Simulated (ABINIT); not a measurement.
# Au (P-1) in ABINIT: convergence with pawecutdg

Aim: find how far pawecutdg must go before the results for Au settle, at PBE. This setting moves, with any that are tied to it; all else stays.

Everything below comes from runs of ABINIT 10.8.3 (patched build). Logs are shortened: lines on timing, memory, paths and dates and some standing lists are left out, and cuts for length are marked. The log counts tension as positive stress, the text compression.

## Step 1: The cell of the first run

The typed cell holds 1 atom: a = 2.869 Å, b = 2.911 Å, c = 2.933 Å, α = 59.13°, β = 58.66°, γ = 58.69°.

The cell isn't the ideal one: cell strained at random at fixed volume.

## Step 2: With pawecutdg 20.6

The input, run.abi:

```
pp_dirpath "./"
pseudos "Au.GGA_PBE-JTH.xml"

acell 3*1.0 Angstrom
rprim
     0.0595180000     2.0327840000     2.0239020000
     2.0628430000     0.0301460000     2.0532750000
     2.0741320000     2.0734450000     0.0188570000
ntypat 1
znucl 79
natom 1
typat 1
xred
    -0.0018960000    -0.0041750000     0.0185300000
chkprim 0
chksymtnons 0
tolsym 1.0e-6

ecut 20.0
pawecutdg 20.6
pawxcdev 0

kptopt 1
ngkpt 9 9 9
nshiftk 1
shiftk 0.0 0.0 0.0

ixc 11

nband 10
occopt 4
tsmear 0.1 eV

nstep 100
tolvrs 1.0e-9

iomode 3
prtwf 0
prtden 0
prteig 0
prtebands 0
enunit 1
```

Potentials or basis: JTH PAW PBE v2.0.

Started as:

```bash
$ abinit run.abi > log 2>&1
```

Run time: 100 s. Hardware: 1 thread of Arm Neoverse V1, shared host; peak memory 0.15 GiB.

Results (log left out):

```yaml
Free_energy: -929.4125 eV
Pressure: 11.2 GPa
Band_gap_on_the_k_mesh: none (metal or under the smearing width)
Valence_electrons_inside_the_program's_atomic_spheres: Au 9.51 (radii [1.3275] Å)
```

## Step 3: With pawecutdg 24

run.abi: that of step 2 with these lines changed.

```diff
@@ -19,3 +19,3 @@
 ecut 20.0
-pawecutdg 20.6
+pawecutdg 24.0
 pawxcdev 0
```

Potentials or basis: JTH PAW PBE v2.0.

Started as:

```bash
$ abinit run.abi > log 2>&1
```

It took 1.7 min on 1 thread of Arm Neoverse V1, shared host; peak memory 0.16 GiB.

Results (log left out):

```
Free energy                                           : -929.4125 eV
Pressure                                              : 11.2 GPa
Band gap on the k mesh                                : none (metal or under the smearing width)
Valence electrons inside the program's atomic spheres : Au 9.51 (radii [1.3275] Å)
```

## Step 4: With pawecutdg 30

run.abi: that of step 3 with these lines changed.

```diff
@@ -19,3 +19,3 @@
 ecut 20.0
-pawecutdg 24.0
+pawecutdg 30.0
 pawxcdev 0
```

Started as:

```bash
$ abinit run.abi > log 2>&1
```

It took 1.8 min on 1 thread of Arm Neoverse V1, shared host; peak memory 0.16 GiB.

Results (log left out):

* Free energy: -929.4124 eV
* Pressure: 11.2 GPa
* Band gap on the k mesh: none (metal or under the smearing width)
* Valence electrons inside the program's atomic spheres: Au 9.51 (radii [1.3275] Å)

## Step 5: With pawecutdg 36

run.abi: that of step 4 with these lines changed.

```diff
@@ -19,3 +19,3 @@
 ecut 20.0
-pawecutdg 30.0
+pawecutdg 36.0
 pawxcdev 0
```

Started as:

```bash
$ abinit run.abi > log 2>&1
```

It took 1.7 min on 1 thread of Arm Neoverse V1, shared host; peak memory 0.16 GiB.

It converged, with:

* Free energy: -929.4124 eV
* Pressure: 11.2 GPa
* Band gap on the k mesh: none (metal or under the smearing width)
* Valence electrons inside the program's atomic spheres: Au 9.51 (radii [1.3275] Å)

## Step 6: With pawecutdg 44

run.abi: that of step 5 with these lines changed.

```diff
@@ -19,3 +19,3 @@
 ecut 20.0
-pawecutdg 36.0
+pawecutdg 44.0
 pawxcdev 0
```

Potentials or basis: JTH PAW PBE v2.0.

Started as:

```bash
$ abinit run.abi > log 2>&1
```

Wall time 1.7 min (1 thread of Arm Neoverse V1, shared host); peak memory 0.17 GiB.

The run converged. Its results:

| Item | Value |
| --- | --- |
| Free energy | -929.4124 eV |
| Pressure | 11.2 GPa |
| Band gap on the k mesh | none (metal or under the smearing width) |
| Valence electrons inside the program's atomic spheres | Au 9.51 (radii [1.3275] Å) |

## Step 7: With pawecutdg 54

run.abi: that of step 6 with these lines changed.

```diff
@@ -19,3 +19,3 @@
 ecut 20.0
-pawecutdg 44.0
+pawecutdg 54.0
 pawxcdev 0
```

Started as:

```bash
$ abinit run.abi > log 2>&1
```

Run time: 1.8 min. Hardware: 1 thread of Arm Neoverse V1, shared host; peak memory 0.18 GiB.

Results (log left out):

```
Free energy                                           : -929.4124 eV
Pressure                                              : 11.2 GPa
Band gap on the k mesh                                : none (metal or under the smearing width)
Valence electrons inside the program's atomic spheres : Au 9.52 (radii [1.3275] Å)
```

## Step 8: With pawecutdg 66

run.abi: that of step 7 with these lines changed.

```diff
@@ -19,3 +19,3 @@
 ecut 20.0
-pawecutdg 54.0
+pawecutdg 66.0
 pawxcdev 0
```

Potentials or basis: JTH PAW PBE v2.0.

Started as:

```bash
$ abinit run.abi > log 2>&1
```

run.abo:

```text
.Version 10.8.3 of ABINIT
 Symmetries : space group P-1 (#  2); Bravais aP (primitive triclinic)
================================================================================
 Values of the parameters that define the memory need of the present run
     intxc =       0    ionmov =       0      iscf =      17    lmnmax =      18
     lnmax =       6     mgfft =      24  mpssoang =       3    mqgrid =    3001
     natom =       1  nloc_mem =       2    nspden =       1   nspinor =       1
    nsppol =       1      nsym =       2    n1xccc =       1    ntypat =       1
    occopt =       4   xclevel =       2
       mpw =         506          nfft =       13824          nkpt =         365
 PAW method is used; the additional fine FFT grid is defined by:
   mgfftf=        45    nfftf =     81000
================================================================================
================================================================================

--------------------------------------------------------------------------------
------------- Echo of variables that govern the present computation ------------
--------------------------------------------------------------------------------
 -outvars: echo values of preprocessed input variables --------
            acell      1.8897261259E+00  1.8897261259E+00  1.8897261259E+00 Bohr
              amu      1.96966540E+02
          chkprim           0
      chksymtnons           0
             ecut      2.00000000E+01 Hartree
           enunit           1
                       outvar_i_n : Printing only first  50 k-points.
              ixc          11
                       outvar_i_n : Printing only first  50 k-points.
         kptrlatt        9    0    0      0    9    0      0    0    9
          kptrlen      4.81788763E+01
            natom           1
            nband          10
            ngfft          24      24      24
          ngfftdg          40      45      45
             nkpt         365
            nstep         100
             nsym           2
           ntypat           1
                       prtocc : prtvol=0, do not print more k-points.
           occopt           4
        pawecutdg      6.60000000E+01 Hartree
         pawxcdev           0
           prtden           0
        prtebands           0
           prteig           0
            prtwf           0
            rprim      5.9518000000E-02  2.0327840000E+00  2.0239020000E+00
                       2.0628430000E+00  3.0146000000E-02  2.0532750000E+00
                       2.0741320000E+00  2.0734450000E+00  1.8857000000E-02
          spgroup           2
           tolsym      1.00000000E-06
           tolvrs      1.00000000E-09
           tsmear      3.67493222E-03 Hartree
            typat      1
           useylm           1
                       outvars : Printing only first  50 k-points.
           xangst      2.9708450307E-02  3.4440917836E-02 -1.2060321107E-02
            xcart      5.6140834705E-02  6.5083902235E-02 -2.2790703883E-02
             xred     -1.8960000000E-03 -4.1750000000E-03  1.8530000000E-02
            znucl       79.00000

================================================================================

 chkinp: Checking input parameters for consistency.

================================================================================
== DATASET  1 ==================================================================

--- !DatasetInfo
iteration_state: {dtset: 1, }
dimensions: {natom: 1, nkpt: 365, mband: 10, nsppol: 1, nspinor: 1, nspden: 1, mpw: 506, }
cutoff_energies: {ecut:  20.0, pawecutdg:  66.0, }
electrons: {nelect:   1.10000000E+01, charge:   0.00000000E+00, occopt:   4.00000000E+00, tsmear:   3.67493222E-03, }
meta: {optdriver: 0, ionmov: 0, optcell: 0, iscf: 17, paral_kgb: 0, }
...

 Exchange-correlation functional for the present dataset will be:
[... 65 lines left out ...]

 At SCF step   24       nres2   =  2.58E-10 < tolvrs=  1.00E-09 =>converged.

 Cartesian components of stress tensor (hartree/bohr^3)
  sigma(1 1)= -3.85371193E-04  sigma(3 2)= -1.16997191E-05
  sigma(2 2)= -3.79798085E-04  sigma(3 1)=  6.70381439E-05
  sigma(3 3)= -3.76748320E-04  sigma(2 1)=  9.59934845E-05

--- !ResultsGS
iteration_state: {dtset: 1, }
comment   : Summary of ground state results
lattice_vectors:
- [  0.1124727,   3.8414050,   3.8246205, ]
- [  3.8982083,   0.0569677,   3.8801274, ]
- [  3.9195414,   3.9182432,   0.0356346, ]
lattice_lengths: [   5.42188,    5.50042,    5.54227, ]
lattice_angles: [ 59.132,  58.661,  58.691, ] # degrees, (23, 13, 12)
lattice_volume:   1.1374173E+02
convergence: {deltae: -2.327E-11, res2:  2.580E-10, residm:  1.941E-04, diffor: null, }
etotal    :  -3.41552748E+01
entropy   :   0.00000000E+00
fermie    :   2.92798449E-01
cartesian_stress_tensor: # hartree/bohr^3
- [ -3.85371193E-04,   9.59934845E-05,   6.70381439E-05, ]
- [  9.59934845E-05,  -3.79798085E-04,  -1.16997191E-05, ]
- [  6.70381439E-05,  -1.16997191E-05,  -3.76748320E-04, ]
pressure_GPa:   1.1199E+01
xred      :
- [ -1.8960E-03,  -4.1750E-03,   1.8530E-02, Au]
cartesian_forces: # hartree/bohr
- [ -0.00000000E+00,  -0.00000000E+00,  -0.00000000E+00, ]
force_length_stats: {min:   0.00000000E+00, max:   0.00000000E+00, mean:   0.00000000E+00, }
...

 Integrated electronic density in atomic spheres:
 ------------------------------------------------
 Atom  Sphere_radius  Integrated_density
    1        2.50870          9.51625081

================================================================================

 ----iterations are completed or convergence reached----

 Mean square residual over all n,k,spin=   16.539E-08; max=  19.413E-05
 reduced coordinates (array xred) for    1 atoms
      -0.001896000000     -0.004175000000      0.018530000000
 rms dE/dt=  0.0000E+00; max dE/dt=  0.0000E+00; dE/dt below (all hartree)
    1       0.000000000000      0.000000000000      0.000000000000

 cartesian coordinates (angstrom) at end:
    1      0.02970845030700     0.03444091783600    -0.01206032110700

 cartesian forces (hartree/bohr) at end:
    1     -0.00000000000000    -0.00000000000000    -0.00000000000000
 frms,max,avg= 0.0000000E+00 0.0000000E+00   0.000E+00  0.000E+00  0.000E+00 h/b

 cartesian forces (eV/Angstrom) at end:
    1     -0.00000000000000    -0.00000000000000    -0.00000000000000
 frms,max,avg= 0.0000000E+00 0.0000000E+00   0.000E+00  0.000E+00  0.000E+00 e/A
 length scales=  1.889726125908  1.889726125908  1.889726125908 bohr
              =  1.000000000000  1.000000000000  1.000000000000 angstroms
 Fermi (or HOMO) energy (eV) =   7.96745   Average Vxc (eV)= -11.85116
 Eigenvalues (   eV  ) for nkpt= 365  k points:
 kpt#   1, nband= 10, wtk=  0.00137, kpt=  0.0000  0.0000  0.0000 (reduced coord)
  -2.05871    2.97240    3.13284    3.38332    4.70901    4.75750   23.05728   26.40554
  27.02714   27.85774
 prteigrs : prtvol=0 or 1, do not print more k-points.

--- !EnergyTerms
iteration_state     : {dtset: 1, }
comment             : Components of total free energy in Hartree
kinetic             :  9.29534079693632E+00
hartree             :  3.60127320900837E+00
xc                  : -3.01192056701060E+00
Ewald energy        : -3.60586016881717E+01
psp_core            :  3.40431396833370E+00
local_psp           : -1.36828171901336E+01
PAW spherical_terms :  2.29715381342119E+00
internal            : -3.41552576576164E+01
'-kT*entropy'       : -6.61716382952149E-06
total_energy        : -3.41552642747802E+01
total_energy_eV     : -9.29412088514600E+02
...

--- !EnergyTermsDC
iteration_state     : {dtset: 1, }
comment             : '"Double-counting" decomposition of free energy'
band_energy         :  1.46536082303050E+00
Ewald energy        : -3.60586016881717E+01
psp_core            :  3.40431396833370E+00
xc_dc               : -3.03377976134592E+00
PAW spherical_terms :  6.74385250580167E-02
internal            : -3.41552681330954E+01
'-kT*entropy'       : -6.61716382952149E-06
total_energy_dc     : -3.41552747502592E+01
total_energy_dc_eV  : -9.29412373566906E+02
...

--- !EnergyTermsWithPAWCore
iteration_state     : {dtset: 1, }
comment             : 'Components of total free energy, including PAW core contributions'
Total energy        : -1.90119884707013E+04
Total energy DC     : -1.90119884811768E+04
Total energy (eV)   : -5.17342561580390E+05
Total energy DC (eV): -5.17342561865443E+05
...

 Cartesian components of stress tensor (hartree/bohr^3)
  sigma(1 1)= -3.85371193E-04  sigma(3 2)= -1.16997191E-05
  sigma(2 2)= -3.79798085E-04  sigma(3 1)=  6.70381439E-05
  sigma(3 3)= -3.76748320E-04  sigma(2 1)=  9.59934845E-05

-Cartesian components of stress tensor (GPa)         [Pressure=  1.1199E+01 GPa]
- sigma(1 1)= -1.13380120E+01  sigma(3 2)= -3.44217620E-01
- sigma(2 2)= -1.11740455E+01  sigma(3 1)=  1.97233029E+00
- sigma(3 3)= -1.10843182E+01  sigma(2 1)=  2.82422582E+00

== END DATASET(S) ==============================================================
================================================================================

 -outvars: echo values of variables after computation  --------
            acell      1.8897261259E+00  1.8897261259E+00  1.8897261259E+00 Bohr
           etotal     -3.4155274750E+01
            fcart     -0.0000000000E+00 -0.0000000000E+00 -0.0000000000E+00
            rprim      5.9518000000E-02  2.0327840000E+00  2.0239020000E+00
                       2.0628430000E+00  3.0146000000E-02  2.0532750000E+00
                       2.0741320000E+00  2.0734450000E+00  1.8857000000E-02
           strten     -3.8537119349E-04 -3.7979808539E-04 -3.7674831955E-04
                      -1.1699719084E-05  6.7038143889E-05  9.5993484506E-05
           xangst      2.9708450307E-02  3.4440917836E-02 -1.2060321107E-02
             xred     -1.8960000000E-03 -4.1750000000E-03  1.8530000000E-02
 Calculation completed.
```

Run time: 1.8 min. Hardware: 1 thread of Arm Neoverse V1, shared host; peak memory 0.19 GiB.

Results:

```yaml
Free_energy: -929.4124 eV
Pressure: 11.2 GPa
Band_gap_on_the_k_mesh: none (metal or under the smearing width)
Valence_electrons_inside_the_program's_atomic_spheres: Au 9.52 (radii [1.3275] Å)
```

## Step 9: Summary

| pawecutdg | energy less the tightest run (meV/atom) | SCF cycles | CPU time (s) | peak memory (GiB) |
| --- | --- | --- | --- | --- |
| 20.6 | -0.15 | 22 | 100 | 0.15 |
| 24 | -0.10 | 23 | 100 | 0.16 |
| 30 | -0.04 | 23 | 110 | 0.16 |
| 36 | -0.03 | 23 | 100 | 0.16 |
| 44 | -0.02 | 23 | 100 | 0.17 |
| 54 | 0.01 | 23 | 110 | 0.18 |
| 66 | 0.00 | 24 | 110 | 0.19 |

Against the tightest run, the energy stays within 1 meV/atom from 20.6 on. The tightest run that finished is the yardstick and may itself not be fully converged.
